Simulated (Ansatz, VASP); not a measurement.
**ZnS in VASP and in Ansatz**

File POSCAR:

```
ZnS
1.0
    3.8109987816      0.0000000000      0.0000000000
   -1.9054993908      3.3004217586      0.0000000000
    0.0000000000      0.0000000000      6.2340000000
Zn S
2 2
Direct
    0.3333333333      0.6666666667      0.0962463908
    0.6666666667      0.3333333333      0.5000000000
    0.3333333333      0.6666666667      0.3850000000
    0.6666666667      0.3333333333      0.8850000000
```

The input INCAR.step1:

```
SYSTEM = ZnS
PREC = Accurate ; ENCUT = 520
ISMEAR = 0 ; SIGMA = 0.05
LREAL = .FALSE. ; LASPH = .TRUE.
NELM = 100 ; NBANDS = 26
GGA = PE ; ALGO = Normal
EDIFF = 1E-4 ; LWAVE = .TRUE.
LCHARG = .FALSE.
```

File INCAR.step2:

```
SYSTEM = ZnS
PREC = Accurate ; ENCUT = 520
EDIFF = 1E-7 ; ISMEAR = 0
SIGMA = 0.05 ; LREAL = .FALSE.
LASPH = .TRUE. ; NELM = 100
ALGO = Normal ; ISIF = 2
LWAVE = .FALSE. ; LCHARG = .FALSE.
METAGGA = R2SCAN ; LMIXTAU = .TRUE.
NBANDS = 26 ; ISTART = 1
```

The input KPOINTS:

```
Automatic mesh
0
G
  6 6 4
  0 0 0
```

Input for Ansatz:

```yaml
crystal:
  lattice:
    - [3.8109987816, 0.0, 0.0]
    - [-1.9054993908, 3.3004217586, 0.0]
    - [0.0, 0.0, 6.234]
  atoms:
    - { symbol: Zn, position: [0.3333333333, 0.6666666667, 0.0962463908] }
    - { symbol: Zn, position: [0.6666666667, 0.3333333333, 0.5] }
    - { symbol: S, position: [0.3333333333, 0.6666666667, 0.385] }
    - { symbol: S, position: [0.6666666667, 0.3333333333, 0.885] }
basis:
  ecutwfc: 500
kpoints:
  mp_grid: { grid: [6, 6, 4] }
hamiltonian:
  xc: r2scan
scf:
  occupations: { method: gaussian, width: 0.05 }
output:
  forces: true
  stress: true
  eigenvalues: true
```

Alike in both runs: task single point; functional r2SCAN; k mesh 6 × 6 × 4; occupations gaussian, width 0.05 eV; no spin polarisation.

```csv
,VASP,Ansatz
version,VASP 6.6.1,Ansatz 0.2.0
potentials or method,"VASP PAW PBE potentials, release 64 (Zn, S)","scalar-relativistic, plane waves, PAW"
plane-wave cutoff (eV),520,500
valence electrons in the cell,36,36
```

```tsv
	VASP	Ansatz	Ansatz less VASP
gap on the k mesh at the Fermi level (eV)	1.71	1.74	+0.030
least direct gap on the mesh (eV)	1.71	1.74	+0.030
pressure (GPa)	10.3	9.9	-0.39
largest component of the traceless stress (GPa)	23.17	22.64	-0.528
rms of the force components (eV/Å)	4.893	4.777	-0.1168
```

Atom by atom the forces differ by 0.117 eV/Å (rms over components).

Caveats: the PAW data sets were made with another functional, which shifts forces and pressure a little (VASP).
